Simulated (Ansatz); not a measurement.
# CoO under changes of volume

One of the cells (9.584 Å³/atom); the others are scaled copies at fixed shape and fractional positions:

```
Co O
1.0
    -1.50800    1.50800    2.10725
     1.50800   -1.50800    2.10725
     1.50800    1.50800   -2.10725
Co O
1 1
Direct
  0.00000 0.00000 0.00000
  0.50000 0.50000 0.00000
```

```yaml
Program: Ansatz 0.2.0
Functional: PBE
Potentials_or_basis: all-electron LAPW, scalar-relativistic
Cutoff: 398 eV (chosen from the basis error)
Basis_error_allowed: 0.0005 eV/atom
k_mesh: 12 × 12 × 12
Occupations: fermi-dirac, width 0.05 eV
Spin: collinear spin, ferromagnetic start
Starting_moments: "[3.0, 0.0] μB"
```

```csv
volume (Å³/atom),energy over the lowest point (meV/atom),pressure (GPa),moment (μB per cell)
9.009,19.18,10.6,2.65
9.201,8.59,7.0,2.77
9.392,?,?,?
9.584,0.00,0.0,2.91
9.776,2.00,-3.3,2.95
9.967,7.85,-6.4,2.97
```

Problem. What does the run at 9.392 Å³/atom give?

Solution. Energy over the lowest point 2.13 meV/atom; pressure 3.4 GPa; moment 2.86 μB per cell.

Worked out: A Birch-Murnaghan fit of order 3 (a polynomial in V^(-2/3)) to the other rows has its minimum at 9.59 Å³/atom with B0 = V·E''(V) = 172 GPa (rough, since the energies scatter) at fixed shape and positions, which overstates the stiffness. It gives 2.23 meV/atom at 9.392 Å³/atom, against the run's 2.13, and -dE/dV = 3.6 GPa, against 3.4. A parabola through the other rows of the moment, of slope 0.39 μB per Å³/atom there, gives 2.85 μB, against the run's 2.86.

Energies are extrapolated to zero smearing.

Caveats: a cell with one magnetic atom can't hold antiferromagnetic order, which such compounds often take.
